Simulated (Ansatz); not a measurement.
Structure types of Si$_{2}$W were relaxed at one common pressure (all-electron LAPW in Ansatz 0.2.0 under PBE, scalar-relativistic, no spin polarisation, zero temperature). They take these volumes:

| type | space group | V (Å³/atom) |
| --- | --- | --- |
| MoSi2 | I4/mmm | 9.50 |
| fluorite | Fm-3m | 10.57 |
| AlB2 | P6/mmm | 9.51 |

Problem. At about which pressure, and is the densest type also the lowest in enthalpy?

Solution. 170 GPa. The densest types tie within 0.02 Å³/atom, and MoSi2 is the lowest in enthalpy.
